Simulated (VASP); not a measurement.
Write the native input for VASP 6.6.1 that does the following.

```
Task                   : single point
Functional             : r2SCAN
Potentials or basis    : VASP PAW PBE potentials, release 64 (Ge_d)
Cutoff                 : 520 eV
k mesh                 : 10 × 10 × 10
Occupations            : gaussian, width 0.02 eV
Spin                   : no spin polarisation
Further INCAR settings : ALGO = Normal; EDIFF = 1e-07; NBANDS = 21
```

The structure of Ge lies in POSCAR:

```
Ge                                      
1.0
    0.0000000000      2.8935678670      2.8935678670
    2.8935678670      0.0000000000      2.8935678670
    2.8935678670      2.8935678670     -0.0000000000
  Ge            
     2
Direct
     0.0000000000000000    0.0000000000000000    0.0000000000000000
     0.2500000000000000    0.2500000000000000    0.2500000000000000
```

The cell isn't the ideal one: a relaxed cell with its volume scaled by 1.06.

The input as run:

INCAR

```
SYSTEM = Ge
ALGO     = Normal         ! electronic algorithm
EDIFF    = 1E-7           ! SCF threshold, eV
ENCUT    = 520            ! plane-wave cutoff, eV
ISIF     = 2              ! what is computed and relaxed
ISMEAR   = 0              ! smearing method
LASPH    = .True.         ! aspherical terms in the spheres
LCHARG   = .False.        ! write CHGCAR
LMIXTAU  = .True.       
LREAL    = .False.        ! projectors in reciprocal space
LWAVE    = .False.        ! write WAVECAR
METAGGA  = R2SCAN         ! meta-GGA
NBANDS   = 21             ! bands
NELM     = 60             ! most SCF steps
PREC     = Accurate       ! precision mode
SIGMA    = 0.02           ! smearing width, eV
```

KPOINTS

```
k-points
0
Gamma
  10 10 10
  0 0 0
```

Potentials or basis: VASP PAW PBE potentials, release 64 (Ge_d).

Command:

```sh
$ cat potpaw_PBE.64/Ge_d/POTCAR > POTCAR
$ mpirun -np 1 vasp_std > vasp.out
```

Results of the run:

* Pressure: -3.6 GPa
* Band gap on the k mesh: none (metal or under the smearing width)

Caveat: the PAW data sets were made with another functional, which shifts forces and pressure a little.

Run time: 2.1 min on 1 thread of Intel(R) Xeon(R) 6975P-C (Granite Rapids), with other jobs on the host, peak memory 0.18 GiB.
